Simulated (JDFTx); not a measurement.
The system is HfO2.

```xyz
3
Lattice="0.0000 2.5575 2.5575 2.5575 0.0000 2.5575 2.5575 2.5575 0.0000" Properties=species:S:1:pos:R:3 pbc="T T T"
Hf    0.0000    0.0000    0.0000
O     3.8363    3.8363    3.8363
O     1.2788    1.2788    1.2788
```

Measurements of this composition are mostly on another form, of space group No. 14.

```yaml
Program: JDFTx 1.7.0 (patched build)
Task: relaxation of cell and atoms
Functional: TPSS
Potentials_or_basis: SG15-PBE-1.2 with smoothed tails
Cutoff: 1361 eV
Density_cutoff: 10885 eV
k_mesh: 3 × 3 × 3
Occupations: fermi-dirac, width 0.05 eV
Spin: no spin polarisation
```

At the start: pressure -4.8 GPa; volume 11.15 Å³/atom.

Q: Where does the relaxation end?

A: Over 5 steps the energy falls by 3.3 meV/atom and the volume is 10.94 Å³/atom (-1.9 %); space group Fm-3m (No. 225, to 0.05 Å).

The path:
```tsv
step	energy change (eV)	largest force (eV/Å)	pressure (GPa)	volume (Å³)
1	0.0000	0.0000	-4.76	33.46
2	-0.0027	0.0000	-4.07	33.36
3	-0.0098	0.0000	-0.02	32.81
4	-0.0098	0.0000	-0.01	32.81
5	-0.0098	0.0000	0.00	32.81
```

Final structure:
```cif
data_structure
_symmetry_space_group_name_H-M 'P 1'
_symmetry_Int_Tables_number 1
_cell_length_a 3.5933
_cell_length_b 3.5933
_cell_length_c 3.5933
_cell_angle_alpha 60.000
_cell_angle_beta 60.000
_cell_angle_gamma 60.000
_cell_volume 32.81
loop_
_atom_site_label
_atom_site_type_symbol
_atom_site_fract_x
_atom_site_fract_y
_atom_site_fract_z
_atom_site_occupancy
Hf1 Hf 0.00000 0.00000 0.00000 1
O1 O 0.75000 0.75000 0.75000 1
O2 O 0.25000 0.25000 0.25000 1
```

Caveat: the k mesh is coarse (spacing up to 0.71 Å⁻¹), so the values aren't converged; meta-GGA forces are noisy on this grid; the potentials were made for another functional, which shifts forces and pressure.
